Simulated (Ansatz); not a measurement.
Structure: SrCl2 (started from an entry of an open crystallographic database), at its r2SCAN minimum. Space group Fm-3m (No. 225), cubic; a = 6.995 Å in the conventional setting, 28.53 Å³ an atom. Sr is surrounded by 8 Cl at 3.03 Å; Cl is surrounded by 4 Sr at 3.03 Å.

```
Sr Cl
1.0
     0.00000    3.49765    3.49765
     3.49765    0.00000    3.49765
     3.49765    3.49765    0.00000
Sr Cl
1 2
Cartesian
  0.0000 0.0000 0.0000
  1.7488 1.7488 1.7488
  5.2465 5.2465 5.2465
```

3 runs of Ansatz 0.2.0 on this cell differ in the functional (and in the settings that go with it). Levels are in eV from each run's valence top; v1 is the last filled band, c1 the first empty one.

Run A, mean stress -0.1 GPa (compression positive):
```
point     v5     v3     v1    c1    c2    c3
    Γ  -2.19  -0.35  -0.35  6.61  7.48  7.48
    X  -1.96  -0.40   0.00  6.73  8.59  9.09
    U  -1.98  -0.72  -0.11  7.18  8.65  8.77
```

Run B, mean stress -3.1 GPa (compression positive):
```
point     v5     v3     v1    c1    c2    c3
    Γ  -2.16  -0.34  -0.34  4.85  5.84  5.84
    X  -1.91  -0.41   0.00  5.16  6.80  7.37
    U  -1.95  -0.73  -0.11  5.63  6.88  7.08
```

Run C, mean stress +3.7 GPa (compression positive):
```
point     v5     v3     v1     c1     c2     c3
    Γ  -2.69  -0.44  -0.44  13.46  15.05  15.05
    X  -2.46  -0.46   0.00  13.79  16.44  17.22
    U  -2.45  -0.85  -0.13  14.32  16.43  16.69
```

Problem. Match the runs to LDA, r2SCANh, Hartree-Fock.

Solution. A is r2SCANh, B is LDA, C is Hartree-Fock. In order of the gap: LDA 4.85, r2SCANh 6.61, Hartree-Fock 13.46 eV.

(Simulation; spin polarisation is off.)

The stress of a hybrid is loosely converged in these runs.

The meshes of the hybrids are coarse, so their gaps aren't converged to the digits shown.
